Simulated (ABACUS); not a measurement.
# InSe (R3m) in ABACUS: reference runs

Reference runs on InSe: the cell as given.

All numbers are computed with ABACUS 3.10.1; they aren't measurements. Logs are shortened: lines on timing, memory, paths and dates and some standing lists are left out, and cuts for length are marked.

**The experiment to reproduce.**

“The Interaction of Hydrogen with the van der Waals Crystal γ-InSe”, 2020, pmc:7321205 reports, for a bulk crystal of InSe at 300 K: band gap 1.25 eV.

The results are compared with them further down.

### 1 The crystal as given

It takes space group R3m (No. 160, trigonal). The conventional cell has a = 4.000 Å, b = 4.000 Å, c = 25.320 Å, α = 90.00°, β = 90.00°, γ = 120.00°. In (site symmetry 3m) has 3 Se at 2.63 Å and 1 In at 2.82 Å as nearest neighbours. Around In (site symmetry 3m) lie 3 Se at 2.64 Å and 1 In at 2.82 Å. Se (site symmetry 3m) is surrounded by 3 In at 2.63 Å. Se (site symmetry 3m) is surrounded by 3 In at 2.64 Å.

### 2 Single point, PBE

Contents of INPUT:

```
INPUT_PARAMETERS
suffix              InSe
calculation         scf
basis_type          pw
pseudo_dir          ./
symmetry            1
dft_functional      pbe
ecutwfc             87
pseudo_rcut         10
nspin               1
nbands              35
ks_solver           dav
smearing_method     fd
smearing_sigma      0.00367493
scf_thr             1e-08
scf_nmax            100
mixing_type         broyden
mixing_beta         0.7
cal_force           1
cal_stress          1
kpar                4
```

Contents of STRU:

```
ATOMIC_SPECIES
In 114.8180 In.upf
Se 78.9710 Se.upf

LATTICE_CONSTANT
1.8897261246

LATTICE_VECTORS
2.0000000000 1.1547005384 8.4400000000
-2.0000000000 1.1547005384 8.4400000000
0.0000000000 -2.3094010768 8.4400000000

ATOMIC_POSITIONS
Direct

In
0.0
2
0.8886000000 0.8886000000 0.8886000000 1 1 1
0.0000000000 0.0000000000 0.0000000000 1 1 1

Se
0.0
2
0.1719000000 0.1719000000 0.1719000000 1 1 1
0.3835000000 0.3835000000 0.3835000000 1 1 1
```

Contents of KPT:

```
K_POINTS
0
Gamma
8 8 8 0 0 0
```

Potentials or basis: PseudoDojo NC SR 0.4.1 PBE standard, plane waves.

Command:

```bash
OMP_NUM_THREADS=1 mpirun -np 4 abacus > log
```

running log:

```text
ABACUS v3.10.1

               Atomic-orbital Based Ab-initio Computation at UStc

 ------------------------------------------------------------------------------------

 READING GENERAL INFORMATION
                           global_out_dir = OUT.InSe/
                           global_in_card = INPUT
                               pseudo_dir = ./
                              orbital_dir =
                                    DSIZE = 4
                                    GSIZE = 1
[... 5 lines left out ...]

 READING ATOM TYPE 1
                               atom label = In
                      L=0, number of zeta = 1
                      L=1, number of zeta = 1
                      L=2, number of zeta = 1
             number of atom for this type = 2

 READING ATOM TYPE 2
                               atom label = Se
                      L=0, number of zeta = 1
                      L=1, number of zeta = 1
                      L=2, number of zeta = 1
             number of atom for this type = 2

                        TOTAL ATOM NUMBER = 4
DIRECT COORDINATES
    atom                   x                   y                   z     mag                  vx                  vy                  vz
taud_In1            0.8886000000        0.8886000000        0.8886000000  0.0000        0.0000000000        0.0000000000        0.0000000000
taud_In2            0.0000000000        0.0000000000        0.0000000000  0.0000        0.0000000000        0.0000000000        0.0000000000
taud_Se1            0.1719000000        0.1719000000        0.1719000000  0.0000        0.0000000000        0.0000000000        0.0000000000
taud_Se2            0.3835000000        0.3835000000        0.3835000000  0.0000        0.0000000000        0.0000000000        0.0000000000

                          Volume (Bohr^3) = 789.205
                             Volume (A^3) = 116.948

 Lattice vectors: (Cartesian coordinate: in unit of a_0)
                   +2             +1.1547               +8.44
                   -2             +1.1547               +8.44
                   +0             -2.3094               +8.44
 Reciprocal vectors: (Cartesian coordinate: in unit of 2 pi/a_0)
                +0.25           +0.144338          +0.0394945
                -0.25           +0.144338          +0.0394945
                   +0           -0.288675          +0.0394945
 The esolver type has been set to : ksdft_pw

                PAO radial cut off (Bohr) = 10

 Read in pseudopotential file is In.upf
                     pseudopotential type = NC
          exchange-correlation functional = PBE
                 nonlocal core correction = 1
                        valence electrons = 13
                                     lmax = 2
                           number of zeta = 3
                     number of projectors = 6
                           L of projector = 0
[... 5 lines left out ...]
                PAO radial cut off (Bohr) = 10

 Read in pseudopotential file is Se.upf
                     pseudopotential type = NC
          exchange-correlation functional = PBE
                 nonlocal core correction = 1
                        valence electrons = 16
                                     lmax = 2
                           number of zeta = 3
                     number of projectors = 6
                           L of projector = 0
                           L of projector = 0
                           L of projector = 1
                           L of projector = 1
                           L of projector = 2
                           L of projector = 2
     initial pseudo atomic orbital number = 36

 SETUP THE ELECTRONS NUMBER
            electron number of element In = 13
      total electron number of element In = 26
            electron number of element Se = 16
      total electron number of element Se = 32
            AUTOSET number of electrons:  = 58
                           occupied bands = 29
                                   NBANDS = 35
                                   NLOCAL = 36

%%%%%%%%%%%%%%%%%%%%%%%%%%%%%%%%%%%%%%%%%%%%%%%%%%%%%%%%%%%%%%%%%%%%%%%%%%%%%%%%%%%%%%%%%%%%%%%%%%%%%%%%%%
 Warning: the number of valence electrons in pseudopotential > 3 for In: [Kr] 4d10 5s2 5p1
 Warning: the number of valence electrons in pseudopotential > 6 for Se: [Ar] 3d10 4s2 4p4
 Pseudopotentials with additional electrons can yield (more) accurate outcomes, but may be less efficient.
 If you're confident that your chosen pseudopotential is appropriate, you can safely ignore this warning.
%%%%%%%%%%%%%%%%%%%%%%%%%%%%%%%%%%%%%%%%%%%%%%%%%%%%%%%%%%%%%%%%%%%%%%%%%%%%%%%%%%%%%%%%%%%%%%%%%%%%%%%%%%

 SETUP THE PLANE WAVE BASIS
 energy cutoff for charge/potential (unit:Ry) = 348
            fft grid for charge/potential = [ 100, 100, 100 ]
                        fft grid division = [ 1, 1, 1 ]
        big fft grid for charge/potential = [ 100, 100, 100 ]
                                     nbxx = 1000000
                                     nrxx = 1000000

 SETUP PLANE WAVES FOR CHARGE/POTENTIAL
                    number of plane waves = 86609
                         number of sticks = 3377

 PARALLEL PW FOR CHARGE/POTENTIAL
[... 69 lines left out ...]
                                    ibrav = 7
                       right hand lattice = 1
(for k-lattice: )
                             BRAVAIS TYPE = 7
                     BRAVAIS LATTICE NAME = 07. Rhombohedral (Trigonal) cell
                                    ibrav = 7
                       right hand lattice = 1
                        ROTATION MATRICES = 12
                               nkstot_ibz = 65
K-POINTS REDUCTION ACCORDING TO SYMMETRY
     IBZ    DIRECT_X    DIRECT_Y    DIRECT_Z  WEIGHT  ibz2bz
       1  0.00000000  0.00000000  0.00000000  0.0020       0
       2  0.12500000  0.00000000  0.00000000  0.0117       1
       3  0.25000000  0.00000000  0.00000000  0.0117       2
       4  0.37500000  0.00000000  0.00000000  0.0117       3
       5  0.50000000  0.00000000  0.00000000  0.0059       4
       6  0.12500000  0.12500000  0.00000000  0.0117       9
[... 22 lines left out ...]
      29  0.25000000  0.25000000  0.12500000  0.0117      82
      30  0.37500000  0.25000000  0.12500000  0.0234      83
[... 35 further k points ...]

                               nkstot now = 65
[... K-POINTS DIRECT COORDINATES: 65 rows ...]

           k-point number in this process = 17
       minimum distributed K point number = 16
[... stars of the k points ...]

[... K-POINTS CARTESIAN COORDINATES: 17 rows ...]

[... K-POINTS DIRECT COORDINATES: 17 rows ...]

 SETUP PLANE WAVES FOR WAVE FUNCTIONS
     energy cutoff for wavefunc (unit:Ry) = 87
              fft grid for wave functions = [ 100, 100, 100 ]
                    number of plane waves = 12693
                         number of sticks = 925

 PARALLEL PW FOR WAVE FUNCTIONS
     PROC   COLUMNS(POT)             PW
        1            925          12693
 --------------- sum -------------------
        1            925          12693

 SETUP NONLOCAL PSEUDOPOTENTIALS IN PLANE WAVE BASIS
 In non-local projectors:
 projector 1 L=0
 projector 2 L=0
 projector 3 L=1
 projector 4 L=1
 projector 5 L=2
 projector 6 L=2
 Se non-local projectors:
 projector 1 L=0
 projector 2 L=0
 projector 3 L=1
 projector 4 L=1
 projector 5 L=2
 projector 6 L=2
      TOTAL NUMBER OF NONLOCAL PROJECTORS = 72

 Init Non-Local PseudoPotential table :
 Init Non-Local-Pseudopotential done.

                                     npwx = 10837

 Make real space PAO into reciprocal space.
       max mesh points in Pseudopotential = 1001
     dq(describe PAO in reciprocal space) = 0.01
                                    max q = 1124

 number of pseudo atomic orbitals for In is 3
WARNING: norm of atomic wavefunction # 2 of atomic type In is 0.999992, renormalized
WARNING: norm of atomic wavefunction # 3 of atomic type In is 0.998067, renormalized

 number of pseudo atomic orbitals for Se is 3
WARNING: norm of atomic wavefunction # 3 of atomic type Se is 0.999991, renormalized

 -------------------------------------------
 SELF-CONSISTENT
 -------------------------------------------

                                 init_chg = atomic

 PW ALGORITHM --------------- ION=   1  ELEC=   1--------------------------------

 Notice: Threshold on eigenvalues was too large.
 hsover_error=0.58 > DRHO=0.14045
 Origin diag ethr = 0.01
 New diag ethr = 0.000242155

 Density error is 0.140859460848
                          Error Threshold = 0.000242154569892
----------------------------------------------------------
     Energy           Rydberg                 eV
----------------------------------------------------------
 E_KohnSham     -750.8642088985      -10216.0316652823
 E_Harris       -748.2489856161      -10180.4497270987
 E_Fermi        0.5522978797         7.5143981579
----------------------------------------------------------
[... 75 lines left out ...]
 Density error is 3.94219967314e-09
                          Error Threshold = 8.78355213571e-11
----------------------------------------------------------
     Energy           Rydberg                 eV
----------------------------------------------------------
 E_KohnSham     -750.9007291423      -10216.5285486896
 E_KS(sigma->0) -750.9007277236      -10216.5285293880
 E_Harris       -750.9003838069      -10216.5238501606
 E_band         -65.7028361891       -893.9329469319
 E_one_elec     -407.8141418200      -5548.5960537319
 E_Hartree      228.2424487839       3105.3978289344
 E_xc           -177.0673247498      -2409.1245462131
 E_Ewald        -394.2617085192      -5364.2057390759
 E_entropy(-TS) -0.0000028373        -0.0000386032
 E_descf        0.0000000000         0.0000000000
 E_exx          0.0000000000         0.0000000000
 E_Fermi        0.5786180232         7.8725020813
----------------------------------------------------------

 charge density convergence is achieved
 final etot is -10216.528549 eV
 EFERMI = 7.8725020813 eV

 STATE ENERGY(eV) AND OCCUPATIONS    NSPIN == 1
 1/17 kpoint (Cartesian) = 0.0000 0.0000 0.0000 (10811 pws)
       1       -39.9037     0.00390625
       2       -39.9037     0.00390625
       3       -39.8949     0.00390625
       4       -39.8949     0.00390625
       5       -39.8563     0.00390625
       6       -39.8563     0.00390625
[... 212 lines left out ...]
      34        12.5982    2.10377e-43
      35        13.1374    4.35778e-48

[... levels at 11 further k points ...]

------------------------------------------------------------------------------------------
 TOTAL-FORCE (eV/Angstrom)
------------------------------------------------------------------------------------------
                       In1         0.0000000000         0.0000000000         0.3671504279
                       In2         0.0000000000         0.0000000000        -0.3533579689
                       Se1         0.0000000000         0.0000000000        -0.2706929120
                       Se2         0.0000000000         0.0000000000         0.2569004530
------------------------------------------------------------------------------------------

----------------------------------------------------------------
 TOTAL-STRESS (KBAR)
----------------------------------------------------------------
        32.5194739924        -0.0000000000         0.0000000000
        -0.0000000000        32.5194739912        -0.0000000000
        -0.0000000000         0.0000000000        19.7384247794
----------------------------------------------------------------
 TOTAL-PRESSURE: 28.259124 KBAR

 --------------------------------------------
 !FINAL_ETOT_IS -10216.5285486896336806 eV
 --------------------------------------------
```

Run time: 6.5 min. Hardware: 4 MPI ranks of Intel Xeon Platinum 8488C (Sapphire Rapids), shared host; peak memory 1.7 GiB.

Results:

```yaml
Free_energy: -10216.5285 eV
Pressure: 2.8 GPa
Largest_force: 0.367 eV/Å
Band_gap_on_the_k_mesh: 0.43 eV, direct
```

Forces in eV/Å, atoms in the order of the input:
```
In   0.000  0.000  0.367
In   0.000  0.000 -0.353
Se   0.000  0.000 -0.271
Se   0.000  0.000  0.257
```

Caveat: spin-orbit coupling is left out, which moves the levels of the heavy elements.

### 3 Against experiment

Step 2. A measured gap of InSe is 1.25 eV (300 K; “The Interaction of Hydrogen with the van der Waals Crystal γ-InSe”, 2020, pmc:7321205); the calculated 0.43 eV misses it by -0.82 eV. Spin-orbit coupling on In, Se is left out. The value is that of PBE on a finite k mesh, which can miss the band edges, without temperature or zero-point motion. Semilocal functionals fall short of measured gaps as a rule.
